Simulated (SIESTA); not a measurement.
Crystal: MnO2.

```
Mn O
1.0
     4.40042    0.00000    0.00000
     0.00000    4.40042    0.00000
     0.00000    0.00000    2.86708
Mn O
2 4
Cartesian
  2.2002 2.2002 1.4335
  0.0000 0.0000 0.0000
  3.5420 0.8585 1.4335
  3.0587 3.0587 0.0000
  0.8585 3.5420 1.4335
  1.3418 1.3418 0.0000
```

The cell is a database's computed one.

Base run:

| Item | Value |
| --- | --- |
| Program | SIESTA 5.4.2 |
| Functional | LDA |
| Potentials or basis | PseudoDojo 0.4 standard (LDA files) |
| Basis | DZP (energy shift 0.003 Ry; two zetas on semicore shells) |
| Grid cutoff | 800 Ry |
| Energy shift | 0.003 Ry |
| k mesh | 6 × 6 × 9 |
| Occupations | fermi-dirac, width 0.05 eV |
| Spin | collinear spin, ferromagnetic start |
| Starting moments | [4.0, 4.0, 0.0, 0.0, 0.0, 0.0] μB |

Its results: band gap on the k mesh none (metal or under the smearing width); pressure -9.2 GPa; net moment 5.63 μB per cell; site moments Mn +2.57; O +0.12 μB; largest force 0.027 eV/Å.

Task: The run is repeated on the same cell with these changes: functional from LDA to PBE; potentials or basis from PseudoDojo 0.4 standard (LDA files) to PseudoDojo 0.4 standard (PBE files). What comes out?

Result: Band gap on the k mesh none (metal or under the smearing width); pressure 8.8 GPa; net moment 5.99 μB per cell; site moments Mn +2.78; O +0.11 μB; largest force 0.057 eV/Å.

Caveats: short orbitals over semicore shells can move pressures by several GPa; the basis of atomic orbitals isn't converged, which shifts pressures, moduli and gaps; semilocal functionals often make such compounds metallic where correlation or magnetic order opens a gap, which also shifts bond lengths; only a ferromagnetic start was run, and an antiferromagnetic order may lie lower in energy.
